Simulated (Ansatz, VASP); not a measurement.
This is a calculation of In for VASP 6.6.1.

INCAR

```
SYSTEM = In
PREC     = Accurate       ! precision mode
ENCUT    = 520            ! plane-wave cutoff, eV
EDIFF    = 1E-7           ! SCF threshold, eV
ISMEAR   = -1             ! smearing method
SIGMA    = 0.05           ! smearing width, eV
LREAL    = .False.        ! projectors in reciprocal space
LASPH    = .True.         ! aspherical terms in the spheres
NELM     = 80             ! most SCF steps
ALGO     = Normal         ! electronic algorithm
ISIF     = 2              ! what is computed and relaxed
LWAVE    = .False.        ! write WAVECAR
LCHARG   = .False.        ! write CHGCAR
LDIPOL   = .True.       
IDIPOL   = 3            
DIPOL    = 0.5 0.5 0.500
GGA      = PE             ! functional
NBANDS   = 26             ! bands
```

The input KPOINTS:

```
Automatic mesh
0
Gamma
  9 9 1
  0 0 0
```

POSCAR

```
In
1.0
    3.3354847820      0.0000000000      0.0000000000
   -1.6677423910      2.8886145552      0.0000000000
    0.0000000000      0.0000000000     20.5091429200
In
3
Direct
    0.3333333300      0.6666666600      0.3656905620
    0.6666666700      0.3333333400      0.5000000000
    0.3333333300      0.6666666600      0.6343094380
```

Potentials or basis: VASP PAW PBE potentials, release 64 (In_d).

The run is started by

```bash
$ cat potpaw_PBE.64/In_d/POTCAR > POTCAR
$ mpirun -np 1 vasp_std > vasp.out
```

Problem. Set up the same calculation for Ansatz 0.2.0. Potentials there: Ansatz PAW.

Solution. As run (the cutoff follows the program's own potentials):

input.yaml

```yaml
crystal:
  lattice:
    - [3.335484782, 0.0, 0.0]
    - [-1.667742391, 2.8886145552, 0.0]
    - [0.0, 0.0, 20.50914292]
  atoms:
    - { symbol: In, position: [0.33333333, 0.66666666, 0.365690562] }
    - { symbol: In, position: [0.66666667, 0.33333334, 0.5] }
    - { symbol: In, position: [0.33333333, 0.66666666, 0.634309438] }
hamiltonian:
  xc: pbe
  pseudopotentials: { kind: paw }
kpoints:
  mp_grid: { grid: [9, 9, 1] }
scf:
  occupations: { method: fermi_dirac, width: 0.05 }
output:
  forces: true
  eigenvalues: true
efield:
  axis: 3
  dipole_correction: true
  ramp_width: 0.04
```

Potentials or basis: Ansatz PAW.

Run with:

```bash
$ ansatz run input.yaml --threads 4 --pin off --max-ram 11264MiB --backend cpu --events-out ev --progress --plain --runs-dir out
```

Both were run:

|  | VASP | Ansatz | Ansatz less VASP |
| --- | --- | --- | --- |
| gap on the k mesh at the Fermi level (eV) | none | none | - |
| rms of the force components (eV/Å) | 0.029 | 0.028 | -0.0005 |
| work function, face that differs most (eV) | 3.76 | 3.87 | +0.102 |

Atom by atom the forces differ by 0.001 eV/Å (rms over components). A gap of «none» marks a metal or a gap that the smearing closes.
